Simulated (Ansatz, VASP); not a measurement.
MgO: VASP beside Ansatz

```
Mg O
1.0
     0.00000    2.13515    2.13515
     2.13515    0.00000    2.13515
     2.13515    2.13515    0.00000
Mg O
1 1
Direct
  0.02927 0.97073 0.02927
  0.50000 0.50000 0.50000
```

Change from the starting cell: all Mg atoms moved +0.125 Å, as atom 1 along Cartesian [0 1 0].

Alike in both runs: task single point; functional PBE; k mesh 10 × 10 × 10; occupations gaussian, width 0.05 eV; no spin polarisation.

```csv
,VASP,Ansatz
version,VASP 6.6.1,Ansatz 0.2.0
potentials or method,"VASP PAW PBE potentials, release 64 (Mg, O)","scalar-relativistic, plane waves, PAW"
plane-wave cutoff (eV),520,420
valence electrons in the cell,8,16
```

|  | VASP | Ansatz | Ansatz less VASP |
| --- | --- | --- | --- |
| gap on the k mesh at the Fermi level (eV) | 4.33 | 4.35 | +0.017 |
| least direct gap on the mesh (eV) | 4.33 | 4.35 | +0.017 |
| pressure (GPa) | -1.1 | -0.4 | +0.73 |
| largest component of the traceless stress (GPa) | 3.26 | 3.22 | -0.039 |
| rms of the force components (eV/Å) | 0.365 | 0.360 | -0.0051 |

Atom by atom the forces differ by 0.005 eV/Å (rms over components). The two sets of potentials don't hold the same shells in valence.
